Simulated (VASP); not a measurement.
# SrO (Fm-3m) in VASP: notebook, part 7 of 7

VASP 6.6.1. Earlier steps stand in the parts before.

### Step 98. Equation of state, PBE, 16.39 Å³/atom

INCAR

```
SYSTEM = SrO
PREC     = Low            ! precision mode
ENCUT    = 900            ! plane-wave cutoff, eV
EDIFF    = 1E-7           ! SCF threshold, eV
ISMEAR   = 0              ! smearing method
SIGMA    = 0.05           ! smearing width, eV
LREAL    = .FALSE.        ! projectors in reciprocal space
LASPH    = .TRUE.         ! aspherical terms in the spheres
NELM     = 100            ! most SCF steps
ALGO     = Normal         ! electronic algorithm
ISIF     = 2              ! what is computed and relaxed
LWAVE    = .FALSE.        ! write WAVECAR
LCHARG   = .FALSE.        ! write CHGCAR
GGA      = PE             ! functional
ADDGRID  = .FALSE.
```

KPOINTS

```
regular mesh
0
G
  11 11 11
  0 0 0
```

POSCAR

```
SrO
1.0
    0.0000000000      2.5403760054      2.5403760054
    2.5403760054      0.0000000000      2.5403760054
    2.5403760054      2.5403760054      0.0000000000
Sr O
1 1
Direct
    0.5000000000      0.5000000000      0.5000000000
    0.0000000000      0.0000000000      0.0000000000
```

The run is started by

```
> cat potpaw_PBE.64/Sr_sv/POTCAR potpaw_PBE.64/O_h/POTCAR > POTCAR
> mpirun -np 1 vasp_std > vasp.out
```

It took 48 s on 1 thread of Intel Xeon Platinum 8375C at 2.90GHz (Ice Lake), shared host; peak memory 0.16 GiB.

The run converged, but some of its settings lie outside the range that counts as converged, so its numbers aren't taken as properties of the crystal.

What came out:

```
Free energy            : -12.0073 eV
Pressure               : 7.0 GPa
Band gap on the k mesh : 3.28 eV, indirect (least direct gap 3.35 eV)
```

Caveat: the cutoff is under 1.25 times the usual one of these potentials, so pressure, stress and relaxed cells hold a basis-set (Pulay) error; an odd mesh through Γ misses points on the zone boundary, where band edges often lie.

### Step 99. Equation of state, PBE, 17.41 Å³/atom

INCAR is that of step 98.

KPOINTS is that of step 98.

POSCAR

```
SrO
1.0
    0.0000000000      2.5917105635      2.5917105635
    2.5917105635      0.0000000000      2.5917105635
    2.5917105635      2.5917105635      0.0000000000
Sr O
1 1
Direct
    0.5000000000      0.5000000000      0.5000000000
    0.0000000000      0.0000000000      0.0000000000
```

Potentials or basis: VASP PAW PBE potentials, release 64 (Sr_sv, O_h).

The run is started by

```
> cat potpaw_PBE.64/Sr_sv/POTCAR potpaw_PBE.64/O_h/POTCAR > POTCAR
> mpirun -np 1 vasp_std > vasp.out
```

It took 46 s on 1 thread of Intel Xeon Platinum 8375C at 2.90GHz (Ice Lake), shared host; peak memory 0.16 GiB.

The run converged, but some of its settings lie outside the range that counts as converged, so its numbers aren't taken as properties of the crystal.

What came out:

| Item | Value |
| --- | --- |
| Free energy | -12.0593 eV |
| Pressure | 0.9 GPa |
| Band gap on the k mesh | 3.32 eV, indirect (least direct gap 3.43 eV) |

Caveat: the cutoff is under 1.25 times the usual one of these potentials, so pressure, stress and relaxed cells hold a basis-set (Pulay) error; an odd mesh through Γ misses points on the zone boundary, where band edges often lie.

### Step 100. Equation of state, PBE, 16.39 Å³/atom

INCAR, as its differences from that of step 99:

```diff
@@ -1,3 +1,3 @@
 SYSTEM = SrO
-PREC     = Low            ! precision mode
+PREC     = Normal         ! precision mode
 ENCUT    = 900            ! plane-wave cutoff, eV
```

KPOINTS is that of step 99.

POSCAR

```
SrO
1.0
    0.0000000000      2.5403760054      2.5403760054
    2.5403760054      0.0000000000      2.5403760054
    2.5403760054      2.5403760054      0.0000000000
Sr O
1 1
Direct
    0.5000000000      0.5000000000      0.5000000000
    0.0000000000      0.0000000000      0.0000000000
```

The run is started by

```
> cat potpaw_PBE.64/Sr_sv/POTCAR potpaw_PBE.64/O_h/POTCAR > POTCAR
> mpirun -np 1 vasp_std > vasp.out
```

Wall time 56 s (1 thread of Intel Xeon Platinum 8375C at 2.90GHz (Ice Lake), shared host); peak memory 0.19 GiB.

The run converged, but some of its settings lie outside the range that counts as converged, so its numbers aren't taken as properties of the crystal.

What came out:

| Item | Value |
| --- | --- |
| Free energy | -12.0075 eV |
| Pressure | 7.0 GPa |
| Band gap on the k mesh | 3.28 eV, indirect (least direct gap 3.35 eV) |

Caveat: the cutoff is under 1.25 times the usual one of these potentials, so pressure, stress and relaxed cells hold a basis-set (Pulay) error; an odd mesh through Γ misses points on the zone boundary, where band edges often lie.

### Step 101. Equation of state, PBE, 17.41 Å³/atom

INCAR is that of step 100.

KPOINTS is that of step 100.

POSCAR

```
SrO
1.0
    0.0000000000      2.5917105635      2.5917105635
    2.5917105635      0.0000000000      2.5917105635
    2.5917105635      2.5917105635      0.0000000000
Sr O
1 1
Direct
    0.5000000000      0.5000000000      0.5000000000
    0.0000000000      0.0000000000      0.0000000000
```

The run is started by

```
> cat potpaw_PBE.64/Sr_sv/POTCAR potpaw_PBE.64/O_h/POTCAR > POTCAR
> mpirun -np 1 vasp_std > vasp.out
```

Run time: 50 s. Hardware: 1 thread of Intel Xeon Platinum 8375C at 2.90GHz (Ice Lake), shared host; peak memory 0.2 GiB.

These settings aren't checked as converged: the numbers below hold their error.

Results:

| Item | Value |
| --- | --- |
| Free energy | -12.0592 eV |
| Pressure | 0.9 GPa |
| Band gap on the k mesh | 3.32 eV, indirect (least direct gap 3.43 eV) |

Caveat: the cutoff is under 1.25 times the usual one of these potentials, so pressure, stress and relaxed cells hold a basis-set (Pulay) error; an odd mesh through Γ misses points on the zone boundary, where band edges often lie.

### Step 102. Equation of state, PBE, 16.39 Å³/atom

INCAR, as its differences from that of step 101:

```diff
@@ -1,3 +1,3 @@
 SYSTEM = SrO
-PREC     = Normal         ! precision mode
+PREC     = Accurate       ! precision mode
 ENCUT    = 900            ! plane-wave cutoff, eV
@@ -6,3 +6,3 @@
 SIGMA    = 0.05           ! smearing width, eV
-LREAL    = .FALSE.        ! projectors in reciprocal space
+LREAL    = Auto         
 LASPH    = .TRUE.         ! aspherical terms in the spheres
```

KPOINTS is that of step 101.

POSCAR

```
SrO
1.0
    0.0000000000      2.5403760054      2.5403760054
    2.5403760054      0.0000000000      2.5403760054
    2.5403760054      2.5403760054      0.0000000000
Sr O
1 1
Direct
    0.5000000000      0.5000000000      0.5000000000
    0.0000000000      0.0000000000      0.0000000000
```

Potentials or basis: VASP PAW PBE potentials, release 64 (Sr_sv, O_h).

The run is started by

```
> cat potpaw_PBE.64/Sr_sv/POTCAR potpaw_PBE.64/O_h/POTCAR > POTCAR
> mpirun -np 1 vasp_std > vasp.out
```

Wall time 2.5 min (1 thread of Intel Xeon Platinum 8375C at 2.90GHz (Ice Lake), shared host); peak memory 0.21 GiB.

The run converged, but some of its settings lie outside the range that counts as converged, so its numbers aren't taken as properties of the crystal.

What came out:

```yaml
Free_energy: -12.0088 eV
Pressure: 7.0 GPa
Band_gap_on_the_k_mesh: 3.28 eV, indirect (least direct gap 3.35 eV)
```

Caveat: the cutoff is under 1.25 times the usual one of these potentials, so pressure, stress and relaxed cells hold a basis-set (Pulay) error; an odd mesh through Γ misses points on the zone boundary, where band edges often lie.

### Step 103. Equation of state, PBE, 17.41 Å³/atom

INCAR is that of step 102.

KPOINTS is that of step 102.

POSCAR

```
SrO
1.0
    0.0000000000      2.5917105635      2.5917105635
    2.5917105635      0.0000000000      2.5917105635
    2.5917105635      2.5917105635      0.0000000000
Sr O
1 1
Direct
    0.5000000000      0.5000000000      0.5000000000
    0.0000000000      0.0000000000      0.0000000000
```

The run is started by

```
> cat potpaw_PBE.64/Sr_sv/POTCAR potpaw_PBE.64/O_h/POTCAR > POTCAR
> mpirun -np 1 vasp_std > vasp.out
```

It took 2.5 min on 1 thread of Intel Xeon Platinum 8375C at 2.90GHz (Ice Lake), shared host; peak memory 0.22 GiB.

The run converged, but some of its settings lie outside the range that counts as converged, so its numbers aren't taken as properties of the crystal.

What came out:

| Item | Value |
| --- | --- |
| Free energy | -12.0604 eV |
| Pressure | 0.9 GPa |
| Band gap on the k mesh | 3.32 eV, indirect (least direct gap 3.43 eV) |

Caveat: the cutoff is under 1.25 times the usual one of these potentials, so pressure, stress and relaxed cells hold a basis-set (Pulay) error; an odd mesh through Γ misses points on the zone boundary, where band edges often lie.

### Step 104. Equation of state, PBE, 16.39 Å³/atom

INCAR, as its differences from that of step 103:

```diff
@@ -3,6 +3,6 @@
 ENCUT    = 900            ! plane-wave cutoff, eV
-EDIFF    = 1E-7           ! SCF threshold, eV
+EDIFF    = 1E-5           ! SCF threshold, eV
 ISMEAR   = 0              ! smearing method
 SIGMA    = 0.05           ! smearing width, eV
-LREAL    = Auto         
+LREAL    = .FALSE.        ! projectors in reciprocal space
 LASPH    = .TRUE.         ! aspherical terms in the spheres
```

KPOINTS is that of step 103.

POSCAR

```
SrO
1.0
    0.0000000000      2.5403760054      2.5403760054
    2.5403760054      0.0000000000      2.5403760054
    2.5403760054      2.5403760054      0.0000000000
Sr O
1 1
Direct
    0.5000000000      0.5000000000      0.5000000000
    0.0000000000      0.0000000000      0.0000000000
```

The run is started by

```
> cat potpaw_PBE.64/Sr_sv/POTCAR potpaw_PBE.64/O_h/POTCAR > POTCAR
> mpirun -np 1 vasp_std > vasp.out
```

Wall time 68 s (1 thread of Intel Xeon Platinum 8375C at 2.90GHz (Ice Lake), shared host); peak memory 0.24 GiB.

These settings aren't checked as converged: the numbers below hold their error.

What came out:

| Property | Result |
| --- | --- |
| Free energy | -12.0076 eV |
| Pressure | 7.0 GPa |
| Band gap on the k mesh | 3.28 eV, indirect (least direct gap 3.35 eV) |

Caveat: the cutoff is under 1.25 times the usual one of these potentials, so pressure, stress and relaxed cells hold a basis-set (Pulay) error; an odd mesh through Γ misses points on the zone boundary, where band edges often lie.

### Step 105. Equation of state, PBE, 17.41 Å³/atom

INCAR is that of step 104.

KPOINTS is that of step 104.

POSCAR

```
SrO
1.0
    0.0000000000      2.5917105635      2.5917105635
    2.5917105635      0.0000000000      2.5917105635
    2.5917105635      2.5917105635      0.0000000000
Sr O
1 1
Direct
    0.5000000000      0.5000000000      0.5000000000
    0.0000000000      0.0000000000      0.0000000000
```

Potentials or basis: VASP PAW PBE potentials, release 64 (Sr_sv, O_h).

The run is started by

```
> cat potpaw_PBE.64/Sr_sv/POTCAR potpaw_PBE.64/O_h/POTCAR > POTCAR
> mpirun -np 1 vasp_std > vasp.out
```

It took 62 s on 1 thread of Intel Xeon Platinum 8375C at 2.90GHz (Ice Lake), shared host; peak memory 0.24 GiB.

These settings aren't checked as converged: the numbers below hold their error.

Results:

- Free energy: -12.0592 eV
- Pressure: 0.9 GPa
- Band gap on the k mesh: 3.32 eV, indirect (least direct gap 3.43 eV)

Caveat: the cutoff is under 1.25 times the usual one of these potentials, so pressure, stress and relaxed cells hold a basis-set (Pulay) error; an odd mesh through Γ misses points on the zone boundary, where band edges often lie.

### Step 106. Equation of state, PBE, 16.39 Å³/atom

INCAR, as its differences from that of step 105:

```diff
@@ -2,4 +2,4 @@
 PREC     = Accurate       ! precision mode
-ENCUT    = 900            ! plane-wave cutoff, eV
-EDIFF    = 1E-5           ! SCF threshold, eV
+ENCUT    = 800            ! plane-wave cutoff, eV
+EDIFF    = 1E-7           ! SCF threshold, eV
 ISMEAR   = 0              ! smearing method
```

KPOINTS

```
regular mesh
0
G
  13 13 13
  0 0 0
```

POSCAR

```
SrO
1.0
    0.0000000000      2.5403760054      2.5403760054
    2.5403760054      0.0000000000      2.5403760054
    2.5403760054      2.5403760054      0.0000000000
Sr O
1 1
Direct
    0.5000000000      0.5000000000      0.5000000000
    0.0000000000      0.0000000000      0.0000000000
```

The run is started by

```
> cat potpaw_PBE.64/Sr_sv/POTCAR potpaw_PBE.64/O_h/POTCAR > POTCAR
> mpirun -np 1 vasp_std > vasp.out
```

It took 1.7 min on 1 thread of Intel Xeon Platinum 8375C at 2.90GHz (Ice Lake), shared host; peak memory 0.24 GiB.

These settings aren't checked as converged: the numbers below hold their error.

Results:

```
Free energy            : -12.0057 eV
Band gap on the k mesh : 3.27 eV, indirect (least direct gap 3.34 eV)
```

Caveat: the cutoff is under 1.25 times the usual one of these potentials, so pressure, stress and relaxed cells hold a basis-set (Pulay) error; an odd mesh through Γ misses points on the zone boundary, where band edges often lie.

### Step 107. Equation of state, PBE, 17.41 Å³/atom

INCAR is that of step 106.

KPOINTS is that of step 106.

POSCAR

```
SrO
1.0
    0.0000000000      2.5917105635      2.5917105635
    2.5917105635      0.0000000000      2.5917105635
    2.5917105635      2.5917105635      0.0000000000
Sr O
1 1
Direct
    0.5000000000      0.5000000000      0.5000000000
    0.0000000000      0.0000000000      0.0000000000
```

The run is started by

```
> cat potpaw_PBE.64/Sr_sv/POTCAR potpaw_PBE.64/O_h/POTCAR > POTCAR
> mpirun -np 1 vasp_std > vasp.out
```

It took 1.7 min on 1 thread of Intel Xeon Platinum 8375C at 2.90GHz (Ice Lake), shared host; peak memory 0.25 GiB.

These settings aren't checked as converged: the numbers below hold their error.

Results:

| Quantity | Value |
| --- | --- |
| Free energy | -12.0575 eV |
| Band gap on the k mesh | 3.31 eV, indirect (least direct gap 3.41 eV) |

Caveat: the cutoff is under 1.25 times the usual one of these potentials, so pressure, stress and relaxed cells hold a basis-set (Pulay) error; an odd mesh through Γ misses points on the zone boundary, where band edges often lie.
